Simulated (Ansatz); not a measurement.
Cell and atoms are relaxed with the symmetry kept. Start:

```cif
data_structure
_symmetry_space_group_name_H-M 'P 1'
_symmetry_Int_Tables_number 1
_cell_length_a 3.3769
_cell_length_b 3.3769
_cell_length_c 3.3769
_cell_angle_alpha 122.453
_cell_angle_beta 122.453
_cell_angle_gamma 85.801
_cell_volume 26.14
loop_
_atom_site_label
_atom_site_type_symbol
_atom_site_fract_x
_atom_site_fract_y
_atom_site_fract_z
_atom_site_occupancy
In1 In 0.00000 0.00000 0.00000 1
```

These are results of Ansatz, DFT PBEsol, scalar-relativistic, plane waves, PAW, not measurements.

Settings: cutoff 420 eV, Γ-centred mesh 18×18×18 on the computed 1-atom cell, Gaussian smearing of 0.10 eV; no spin polarisation.

What does it relax to?

The volume falls by 0.64 Å³/atom to 25.50 Å³/atom, and the energy falls by 2.8 meV/atom. Final structure:
```
CELL_PARAMETERS angstrom
-1.59744 1.59744 2.49867
1.59744 -1.59744 2.49867
1.59744 1.59744 -2.49867
ATOMIC_POSITIONS crystal
In 0.00000 0.00000 0.00000
```

Course of the relaxation (steps run on the plane waves of an earlier cell, and the basis is chosen afresh near the end, so energy and pressure can step there; trial steps that raised the energy were taken back; energies are free energies):

```tsv
step	E − E_final (meV/atom)	P (GPa)	V (Å³/atom)
1	2.8	-0.96	26.14
2	0.8	-0.12	25.60
3	0.5	0.05	25.49
4	10.3	2.22	24.51
5	0.1	0.14	25.42
6	0.0	0.00	25.52
7	-0.1	0.00	25.51
8	-0.2	0.00	25.50
9	0.0	0.00	25.50
```